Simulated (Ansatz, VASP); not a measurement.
**AlN in VASP and in Ansatz**

```
Al N
1.0
     3.11950    0.00000    0.00000
    -1.55975    2.70157    0.00000
     0.00000    0.00000    5.53680
Al N
2 2
Direct
  0.33333 0.66667 0.00432
  0.66667 0.33333 0.50432
  0.33333 0.66667 0.38068
  0.66667 0.33333 0.88068
```

Alike in both runs: functional LDA; k mesh 9 × 9 × 6; occupations gaussian, width 0.05 eV; no spin polarisation.

Ansatz relaxed the structure, and its values are those at the end. VASP's run is a single point on that final structure, the one shown.

```csv
,VASP,Ansatz
version,VASP 6.6.1,Ansatz 0.2.0
potentials or method,"VASP PAW LDA potentials, release 64 (Al, N)","scalar-relativistic, plane waves, PAW"
plane-wave cutoff (eV),520,520
valence electrons in the cell,16,16
```

Ansatz gave:

```
gap on the k mesh at the Fermi level (eV) : 2.98
least direct gap on the mesh (eV)         : 2.98
pressure (GPa)                            : -19.8
rms of the force components (eV/Å)        : 0.000
```

**Question.** Which values does VASP return?

**Answer.** gap on the k mesh at the Fermi level (eV): 2.98; least direct gap on the mesh (eV): 2.98; pressure (GPa): -19.5; rms of the force components (eV/Å): 0.013.

Ansatz warned: «pseudo_functional_mismatch».

Caveats: so large a pressure means that the cell lies far from this level's equilibrium, or that cutoff or potentials fall short (VASP).
